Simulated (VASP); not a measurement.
Write the native input for VASP 6.6.1 that does the following.

```yaml
Task: relaxation of cell and atoms
Functional: PBE
Potentials_or_basis: VASP PAW PBE potentials, release 64 (Ga_d, P)
Cutoff: 520 eV
k_mesh: 2 × 2 × 2
Occupations: gaussian, width 0.02 eV
Spin: no spin polarisation
Further_INCAR_settings: ALGO = Fast; EDIFF = 1e-07; IBRION = 2; EDIFFG = -0.002; NSW = 80; ISIF = 3
```

The structure of GaP lies in POSCAR:

```
GaP
1.0
    0.0000000000      2.7252500000      2.7252500000
    2.7252500000      0.0000000000      2.7252500000
    2.7252500000      2.7252500000      0.0000000000
Ga P
1 1
Direct
    0.0000000000      0.0000000000      0.0000000000
    0.2500000000      0.2500000000      0.2500000000
```

The input as run:

INCAR

```
PREC = Accurate ; ENCUT = 520
EDIFF = 1E-7 ; ISMEAR = 0
SIGMA = 0.02 ; LREAL = False
LASPH = True ; NELM = 80
ALGO = Fast ; ISIF = 3
LWAVE = False ; LCHARG = False
GGA = PE ; IBRION = 2
NSW = 80 ; EDIFFG = -0.002
```

KPOINTS

```
Automatic mesh
0
Gamma
  2 2 2
```

Potentials or basis: VASP PAW PBE potentials, release 64 (Ga_d, P).

Run with:

```sh
$ cat potpaw_PBE.64/Ga_d/POTCAR potpaw_PBE.64/P/POTCAR > POTCAR
$ mpirun -np 1 vasp_std > vasp.out
```

Results of the run:

* Relaxed volume: 22.55 Å³/atom
* Relaxed cell: a = 3.995 Å, b = 3.995 Å, c = 3.995 Å, α = 60.00°, β = 60.00°, γ = 60.00°
* Space group after relaxing (to 0.05 Å): F-43m (No. 216)
* Energy gained by relaxing: 61.4 meV/atom
* Ionic steps: 6
* Pressure after relaxing: 0.0 GPa
* Band gap on the k mesh: 0.86 eV, direct

Caveat: the k mesh is coarse (spacing up to 1.00 Å⁻¹), so the values aren't converged; the volume moved by +11 % from the deposited cell, more than functionals usually miss.

It took 16 s on 1 thread of Intel(R) Xeon(R) Platinum 8488C (Sapphire Rapids) (shared host), peak memory 0.16 GiB.
